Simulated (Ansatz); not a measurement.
# Hf2CF2 MXene monolayer in a perpendicular field, part 2 of 2

What dipole does a perpendicular field induce in the Hf2CF2 MXene monolayer? A positive field points along +c.

Ansatz 0.2.0; plane-wave DFT, PBE-D3(BJ), Ansatz PAW.

So far. Step 2 (Relaxation): The lattice constant a goes from 3.289 to 3.256 Å.

**3. Atoms held, field 0**

A sawtooth potential applies the field, turning back in the middle of the vacuum. With the dipole correction the typed value is the field outside the slab. The induced dipole is small, so the SCF threshold is tight.

The cell differs from the one that the last finished run ended in (c 40.191 → 23.113 Å).

The input, input.yaml:

```yaml
crystal:
  lattice:
    - [3.2557262649, 0.0, 0.0]
    - [-1.6278631325, 2.8195416532, 0.0]
    - [0.0, 0.0, 23.113420406]
  atoms:
    - { symbol: F, position: [0.3333333333, 0.6666666667, 0.3893841691] }
    - { symbol: Hf, position: [0.6666666667, 0.3333333333, 0.4479781567] }
    - { symbol: C, position: [0.0, 0.0, 0.5] }
    - { symbol: Hf, position: [0.3333333333, 0.6666666667, 0.5520218433] }
    - { symbol: F, position: [0.6666666667, 0.3333333333, 0.6106158309] }
kpoints:
  mp_grid: { grid: [18, 18, 1] }
  band_path:
    path: [[0, 0, 0], [0.5, 0, 0], [0.33333333, 0.33333333, 0], [0, 0, 0]]
    npoints: 16
hamiltonian:
  xc: pbe
  dispersion: d3bj
scf:
  occupations: { method: fermi_dirac, width: 0.02585 }
  convergence: { dr2_threshold: 1.0e-10 }
efield:
  axis: 3
  dipole_correction: true
  ramp_position: 0.97
  ramp_width: 0.06
  amplitude: 0
output:
  dos: { projected: true, e_range: [-6, 5] }
  write_potential: true
  write_density: true
  volumetric_format: npy
  elf: true
```

Launch:

```console
ansatz run input.yaml --threads 2 --pin off --max-ram 3072MiB --backend cpu --events-out ev --progress --plain --runs-dir out
```

Numbers of over 12 decimals in the logs are rounded to 6 here.

Output:

```text
[...]
Crystal: 5 atoms, lattice volume = 212.173 Å³
Basis set: ecut = 420 eV, 4181 PW (Γ)
Bands: 42, of which v1, the nominal top of the filled ones, is band 35 counted from 1 (34 counted from 0)
Symmetry: 6 space group operations
k-points: 37 of 324 (time reversal used)
[...]
SCF iter   1: F=—  HF=-33316.537835 eV  |F-HF|=—  |Δ(HF+E_count)|=         —  Δρ=4.59e-3  dr2=4.29e-2  ethr=1.77e-3  p=-0.000 e·Å  D=-2.35e-14 V/Å  ΔV_dip=0.00 eV  dr2_dipole=9.17e-9  V_vac-E_F(+/−)=3.73/3.73 eV  ⟨swp⟩=6.8  Hψ=6485  notcnv=0  defer=2
efield: sawtooth ramp at fractional position 0.9700 (set: `efield.ramp_position`, or a place that a band, a saddle search or an elastic batch's reference lends), width 0.0600; the density the first Hamiltonian is built on has a dipole p = -0.000 e·Å; the dipole correction subtracts the counter field D = -2.35e-14 V/Å, which shifts the + side's vacuum level by +0.00 eV against the − side's; the planar-averaged density in the ramp window peaks in size at 1.2e-5 e/Å³
[...]
SCF iter   2: F=—  HF=-33316.538715 eV  |F-HF|=—  |Δ(HF+E_count)|=   8.80e-4  Δρ=3.63e-3  dr2=1.99e-2  ethr=6.13e-5  p=-0.000 e·Å  D=-5.33e-7 V/Å  ΔV_dip=0.00 eV  dr2_dipole=2.32e-9  V_vac-E_F(+/−)=3.50/3.50 eV  ⟨swp⟩=3.6  Hψ=3820  notcnv=0  defer=66
[...]
SCF iter  11: F=-33316.534104 eV  HF=-33316.534104 eV  |F-HF|=1.24e-10  |Δ(HF+E_count)|=  1.46e-11  Δρ=6.65e-8  dr2=7.87e-12  ethr=1.00e-12  p=-0.000 e·Å  D=-2.12e-8 V/Å  ΔV_dip=0.00 eV  dr2_dipole=5.72e-14  V_vac-E_F(+/−)=3.61/3.61 eV  ⟨swp⟩=10.6  Hψ=5224  notcnv=0
SCF 1 converged in 11 iterations: F = -33316.534104 eV  dr2 = 7.87e-12
[...]
NSCF: frozen V_eff on 49 k-points
efield: sawtooth ramp at fractional position 0.9700 (kept from the solve that this one continues, or follows in the run), width 0.0600; the density the first Hamiltonian is built on has a dipole p = -0.000 e·Å; the dipole correction subtracts the counter field D = -2.12e-8 V/Å, which shifts the + side's vacuum level by +0.00 eV against the − side's; the planar-averaged density in the ramp window peaks in size at 1.6e-7 e/Å³
[...]
SCF converged after 11 iterations
Free energy (F): -33316.534104 eV
[...]
Internal energy: -33316.529265 eV  (E = F + TS)
E sigma→0 (E₀):  -33316.531684 eV
Entropy (-TS):   -0.004839 eV (-0.968 meV/atom)
Fermi energy:    2.824504 eV
Dipole field:    D = 0.000000 V/Å  (p = 0.000000 e·Å, saw-weighted, corrected)
Work function:   Φ+ = 3.6064 eV   Φ− = 3.6065 eV
Levels:          The Fermi level and band energies are counted from a zero that moves with the ramp; work functions are not
[...]
--- Band table (eV; the first three rows and the last of 37) ---
  k-point 0: bands = [... 31 lower, -2.1799, -0.6623, -0.6623, 2.9948, 2.9948, 3.3110, 4.2078, 4.3108, ... 3 higher]
  k-point 1: bands = [... 31 lower, -2.1449, -0.7773, -0.6711, 2.8371, 3.0686, 3.3327, 4.3262, 4.3755, ... 3 higher]
  k-point 2: bands = [... 31 lower, -2.0523, -1.0663, -0.6920, 2.4744, 3.2856, 3.4061, 4.4881, 4.5605, ... 3 higher]
  k-point 36: bands = [... 31 lower, -2.0779, -2.0779, -1.0572, 3.1844, 4.0015, 4.0015, 5.6717, 6.3158, ... 3 higher]
```

Run time: 36 s. Hardware: 2 threads of Arm Neoverse V2, shared host; peak memory 0.64 GiB.

The column dr2 measures how far the density is from self-consistency, as an energy; F and HF (Harris–Foulkes) agree once it is small.

Numbers from this step:

- energy at zero smearing: -33316.5317 eV
- work function, upper face: 3.606 eV
- dipole along the normal: 3.42e-7 e·Å

Running mean over a fixed 2.7 Å (it still follows the layers) of the planar mean; the ramp of the sawtooth is left out. Electron's electrostatic potential energy less the Fermi level against z:

| z (Å) | electron's electrostatic potential energy less the Fermi level (eV) |
| --- | --- |
| 4 | 3.61 |
| 5 | 3.61 |
| 6 | 3.60 |
| 7 | 3.44 |
| 8 | 0.526 |
| 9 | -4.84 |
| 10 | -9.81 |
| 11 | -11.2 |
| 12 | -11.4 |
| 13 | -10.1 |
| 14 | -5.57 |
| 15 | 0.0649 |
| 16 | 3.32 |
| 17 | 3.60 |
| 18 | 3.61 |
| 19 | 3.61 |
| 20 | 3.61 |

The density of states has structure finer than the step of the table below, so its rows give means over 0.2 eV, whole bins alone (the curve runs from -6 to 1.99 eV). Peaks (eV: height): -5.06: 5.93, -4.68: 4.29, -4.46: 4.11, -3.90: 14.2, -3.55: 6.08, 0.26: 2.95.

Density of states against energy, zero at the Fermi level; means over each step:

energy (eV), density of states (states/eV a cell) and a bar:
```
     -5.4        0.0 
     -5.2        3.2 #################
     -5.0        3.6 ####################
     -4.8        2.5 ##############
     -4.6        1.9 ##########
     -4.4        3.5 ###################
     -4.2        2.6 ##############
     -4.0        5.6 ##############################
     -3.8        2.8 ###############
     -3.6        4.1 ######################
     -3.4        0.2 #
     -3.2        0.0 
     -3.0        0.0 
     -2.8        0.0 
     -2.6        0.0 
     -2.4        0.3 ##
     -2.2        0.6 ###
     -2.0        0.7 ####
     -1.8        0.7 ####
     -1.6        0.8 ####
     -1.4        0.8 #####
     -1.2        0.9 #####
     -1.0        1.0 #####
     -0.8        1.4 #######
     -0.6        0.9 #####
     -0.4        0.7 ####
     -0.2        0.5 ###
      0.0        1.2 ######
      0.2        1.5 ########
      0.4        1.2 #######
      0.6        1.4 #######
      0.8        1.2 #######
      1.0        1.2 #######
      1.2        1.0 #####
      1.4        1.0 ######
      1.6        1.8 ##########
      1.8        2.5 #############
```

Projected DOS per atom over height of the atomic layer and energy from the Fermi level. Layers: F Hf C Hf F from below.

Ten even steps from '0' (0.00 states/eV) to '9' (2.51 states/eV), each cell a mean:
```
03030
02020
01010
02020
02020
01010
01010
01010
01010
01010
01010
01010
00000
00000
00000
02620
03930
02620
01410
12621
00000
00000
```
Columns: height of the atomic layer (Å) from 9 to 14.1 (not evenly spaced); rows upwards: energy from the Fermi level (eV) from -5.96 to 1.96.

The electronic bands at the labelled points (eV, zero at the Fermi level):

| point | band 32 | band 33 | band 34 | band 35 | band 36 | band 37 | band 38 | band 39 |
| --- | --- | --- | --- | --- | --- | --- | --- | --- |
| Γ | -5.00 | -3.49 | -3.49 | 0.17 | 0.17 | 0.49 | 1.38 | 1.49 |
| halfway | -4.73 | -4.48 | -3.55 | -1.44 | 1.04 | 1.53 | 1.92 | 2.28 |
| M | -5.28 | -3.90 | -3.51 | -2.46 | 2.44 | 3.16 | 3.51 | 3.68 |
| halfway | -5.19 | -4.28 | -3.90 | -1.27 | 1.81 | 2.63 | 2.76 | 3.42 |
| K | -4.90 | -4.90 | -3.88 | 0.36 | 1.18 | 1.18 | 2.85 | 3.49 |
| halfway | -4.76 | -4.42 | -3.94 | -0.69 | -0.19 | 2.38 | 2.48 | 2.53 |
| Γ | -5.00 | -3.49 | -3.49 | 0.17 | 0.17 | 0.49 | 1.38 | 1.49 |

ELF in the ca plane at fractional y = 0.333, with atoms of Hf and F within 0.2 Å of it. It is the smooth field of the valence electrons, not physical close to the nuclei.

Ten even steps from '0' (0.00) to '9' (0.83), each cell a mean:
```
00000000000000011114653244211378742000000000
00000000000000000049997224213899973100000000
00000000000000000169999324314877984100000000
00000000000000000048997224212799973100000000
00000000000000012113553354211367641000000000
00000000000000135421124763222112100000000000
00000000000000246631147873233100000000000000
00000000000000134411124663221012210000000000
```
Columns run along c (16.0 Å, from fractional 0.13 to 0.82 of the cell), rows up along a (3.3 Å). Atoms in or near the plane, at fractional coordinates: Hf at (0.45, 0.67), F at (0.61, 0.67).

Electrostatic potential energy in the ca plane at fractional y = 0.333, with atoms of Hf and F within 0.2 Å of it. With pseudopotentials it is smooth inside the atoms' cores, unlike the true potential.

Ten even steps from '0' (-37 eV) to '9' (6 eV), each cell a mean:
```
99999999999999999999875323688887887899999999
99999999999999999999862000278988840169999999
99999999999999999999861000168998810049999999
99999999999999999999862000378988841279999999
99999999999999999999986434688877788899999999
99999999999999999999988778888765688999999999
99999999999999999999998888887654678999999999
99999999999999999999988777888766688999999999
```
Columns run along c (16.0 Å, from fractional 0.07 to 0.76 of the cell; values clipped at the 3rd and 97th percentile), rows up along a (3.3 Å). Atoms in or near the plane, at fractional coordinates: Hf at (0.45, 0.67), F at (0.61, 0.67).

Valence density in the ca plane at fractional y = 0.333, with atoms of Hf and F within 0.2 Å of it. It is the smooth field of the valence electrons, not physical close to the nuclei.

Ten steps, logarithmic in the rise over the least value, from '0' (0 e/Å³) to '9' (29 e/Å³), each cell a mean:
```
00000000000000000000002454211111122210000000
00000000000000000000015787411101146631000000
00000000000000000000016998521001257741000000
00000000000000000000014787411101146531000000
00000000000000000000012443211111112210000000
00000000000000000000111111122222100000000000
00000000000000000001111011122233200000000000
00000000000000000000111111122222100000000000
```
Columns run along c (16.0 Å, from fractional 0.07 to 0.76 of the cell), rows up along a (3.3 Å). Atoms in or near the plane, at fractional coordinates: Hf at (0.45, 0.67), F at (0.61, 0.67).

The work function of the upper face is 3.61 eV.

**4. Single point, field 0.1 V/Å**

Changes to input.yaml since step 3:

```diff
@@ -27,5 +27,4 @@
   ramp_width: 0.06
-  amplitude: 0
+  amplitude: 0.1
 output:
-  dos: { projected: true, e_range: [-6, 5] }
   write_potential: true
@@ -33,2 +32 @@
   volumetric_format: npy
-  elf: true
```

Output:

```text
[...]
Crystal: 5 atoms, lattice volume = 212.173 Å³
Basis set: ecut = 420 eV, 4181 PW (Γ)
Bands: 42, of which v1, the nominal top of the filled ones, is band 35 counted from 1 (34 counted from 0)
Symmetry: 6 space group operations
k-points: 37 of 324 (time reversal used)
[...]
k-point 0: bands = [... 31 lower, -2.1799, -0.6626, -0.6626, 2.9946, 2.9946, 3.3107, 4.1777, 4.3357, ... 3 higher]
  k-point 1: bands = [... 31 lower, -2.1449, -0.7775, -0.6714, 2.8368, 3.0684, 3.3324, 4.2824, 4.4142, ... 3 higher]
  k-point 2: bands = [... 31 lower, -2.0523, -1.0665, -0.6922, 2.4741, 3.2853, 3.4058, 4.4529, 4.5904, ... 3 higher]
  k-point 36: bands = [... 31 lower, -2.0794, -2.0769, -1.0575, 3.1842, 4.0000, 4.0025, 5.6715, 6.3092, ... 3 higher]
[key lines of the parts left out:]
SCF converged after 15 iterations
Free energy (F): -33316.535451 eV
Fermi energy:    2.824239 eV
Dipole field:    D = 0.022972 V/Å  (p = 0.026936 e·Å, saw-weighted, corrected)
```

Wall time 39 s (2 threads); peak memory 0.62 GiB; 77 s of CPU time.

The dipole is 0.0269 e·Å.

**5. Single point, field -0.1 V/Å**

Changes to input.yaml since step 4:

```diff
@@ -27,3 +27,3 @@
   ramp_width: 0.06
-  amplitude: 0.1
+  amplitude: -0.1
 output:
```

Output:

```text
[...]
Crystal: 5 atoms, lattice volume = 212.173 Å³
Basis set: ecut = 420 eV, 4181 PW (Γ)
Bands: 42, of which v1, the nominal top of the filled ones, is band 35 counted from 1 (34 counted from 0)
Symmetry: 6 space group operations
k-points: 37 of 324 (time reversal used)
[...]
k-point 0: bands = [... 31 lower, -2.1799, -0.6626, -0.6626, 2.9946, 2.9946, 3.3107, 4.1777, 4.3357, ... 3 higher]
  k-point 1: bands = [... 31 lower, -2.1449, -0.7775, -0.6714, 2.8368, 3.0684, 3.3324, 4.2824, 4.4142, ... 3 higher]
  k-point 2: bands = [... 31 lower, -2.0523, -1.0665, -0.6922, 2.4741, 3.2853, 3.4058, 4.4529, 4.5904, ... 3 higher]
  k-point 36: bands = [... 31 lower, -2.0794, -2.0769, -1.0575, 3.1842, 4.0000, 4.0025, 5.6715, 6.3092, ... 3 higher]
[key lines of the parts left out:]
SCF converged after 15 iterations
Free energy (F): -33316.535451 eV
Fermi energy:    2.824239 eV
Dipole field:    D = -0.022972 V/Å  (p = -0.026936 e·Å, saw-weighted, corrected)
```

Run time: 39 s. Hardware: 2 threads; peak memory 0.62 GiB; 76 s of CPU time.

The dipole is -0.0269 e·Å.

**6. Response, atoms held**

This step: plane-wave DFT, PBE-D3(BJ), Ansatz PAW; response to a field along the normal, atoms held (Ansatz 0.2.0).

The dipoles give the slope, and the difference of two potentials shows where the field is screened.

This step gave:

| Item | Value |
| --- | --- |
| equivalent conductor thickness p/(ε₀AE) | 5.310 Å |
| distance between the outer atoms | 5.113 Å |

Dipole of the cell against applied field:

| applied field (V/Å) | dipole of the cell (e·Å) |
| --- | --- |
| -0.1000 | -0.0269 |
| 0.0000 | 3.4e-7 |
| 0.1000 | 0.0269 |

Local field over the applied field, running mean. From the potentials at -0.1 and 0.1 V/Å; running mean over 2.5 Å. The local field over applied field by z:

| z (Å) | local field over applied field |
| --- | --- |
| 4.04 | 1.000 |
| 4.48 | 1.000 |
| 4.91 | 1.000 |
| 5.20 | 1.000 |
| 5.63 | 0.998 |
| 6.07 | 0.995 |
| 6.50 | 0.985 |
| 6.93 | 0.958 |
| 7.22 | 0.922 |
| 7.66 | 0.838 |
| 8.09 | 0.730 |
| 8.52 | 0.606 |
| 8.96 | 0.475 |
| 9.39 | 0.341 |
| 9.68 | 0.263 |
| 10.11 | 0.170 |
| 10.55 | 0.0996 |
| 10.98 | 0.0516 |
| 11.41 | 0.0238 |
| 11.70 | 0.0238 |
| 12.13 | 0.0516 |
| 12.57 | 0.0996 |
| 13.00 | 0.170 |
| 13.43 | 0.263 |
| 13.72 | 0.341 |
| 14.16 | 0.475 |
| 14.59 | 0.606 |
| 15.02 | 0.730 |
| 15.46 | 0.838 |
| 15.89 | 0.922 |
| 16.18 | 0.958 |
| 16.61 | 0.985 |
| 17.05 | 0.995 |
| 17.48 | 0.998 |
| 17.91 | 1.000 |
| 18.20 | 1.000 |
| 18.64 | 1.000 |
| 19.07 | 1.000 |

Electrons, planar mean, per unit field. The induced electron density by z:

| z (Å) | induced electron density (e/Å³ per V/Å) |
| --- | --- |
| 4.04 | 7.8e-8 |
| 4.48 | 2.7e-7 |
| 4.91 | 7.3e-7 |
| 5.20 | 1.6e-6 |
| 5.63 | 5.1e-6 |
| 6.07 | 1.6e-5 |
| 6.50 | 5.3e-5 |
| 6.93 | 1.7e-4 |
| 7.22 | 3.5e-4 |
| 7.66 | 9.7e-4 |
| 8.09 | 0.00228 |
| 8.52 | 0.00296 |
| 8.96 | 0.00152 |
| 9.39 | 0.00108 |
| 9.68 | 7.5e-4 |
| 10.11 | 0.00146 |
| 10.55 | 9.6e-4 |
| 10.98 | 5.0e-4 |
| 11.41 | 1.7e-4 |
| 11.70 | -1.7e-4 |
| 12.13 | -5.0e-4 |
| 12.57 | -9.6e-4 |
| 13.00 | -0.00146 |
| 13.43 | -7.5e-4 |
| 13.72 | -0.00108 |
| 14.16 | -0.00152 |
| 14.59 | -0.00296 |
| 15.02 | -0.00228 |
| 15.46 | -9.7e-4 |
| 15.89 | -3.5e-4 |
| 16.18 | -1.7e-4 |
| 16.61 | -5.3e-5 |
| 17.05 | -1.6e-5 |
| 17.48 | -5.1e-6 |
| 17.91 | -1.6e-6 |
| 18.20 | -7.3e-7 |
| 18.64 | -2.7e-7 |
| 19.07 | -7.8e-8 |

By hand: between -0.1 and 0.1 V/Å the dipole changes by 0.05387 e·Å, a slope of 0.2694 e·Å²/V. A perfect conductor of thickness t has p = ε₀AEt, so t = 180.95 × 0.2694 / 9.180 = 5.31 Å (e/ε₀ = 180.95 V·Å, A in Å²).

The induced dipole is that of a conductor 5.31 Å thick.

**7. Summary of results**

```yaml
gap_without_field: none
work_function_upper_face: 3.61 eV
equivalent_conductor_thickness_atoms_held: 5.31 Å
```

What this shows: The induced dipole equals that of a perfect conductor 5.31 Å thick, while the outer atoms lie 5.11 Å apart. There is no gap over 0.03 eV, with or without the field. The main runs have no spin polarisation; a magnetic state could lie lower and would change these results. Spin-orbit coupling is left out, which matters for the bands of elements this heavy. The MXene's terminations sit over the metal atoms of its far layer; the site over carbon or nitrogen, which some compounds prefer, was not run.

[Logs are printed without paths, hosts, clocks, repeated set-up lines and the standing remarks that a program may print on its own settings, such as how far it seeks lower states.]

[Hosts, paths, dates, database ids (printed as entryN), source tags and the programs' standing remarks are cut or masked in the printed files.]

[Maps of the electrostatic potential energy from Ansatz leave out the sawtooth potential of an applied field or a dipole correction, so their vacuum need not be flat; planar profiles and work functions include it.]

[The density of states shown here was stored with 400 of the rows of the run's finer table, so its peaks can read low, often by over a quarter, or be missed, and its means over a window can be off by a tenth or more.]
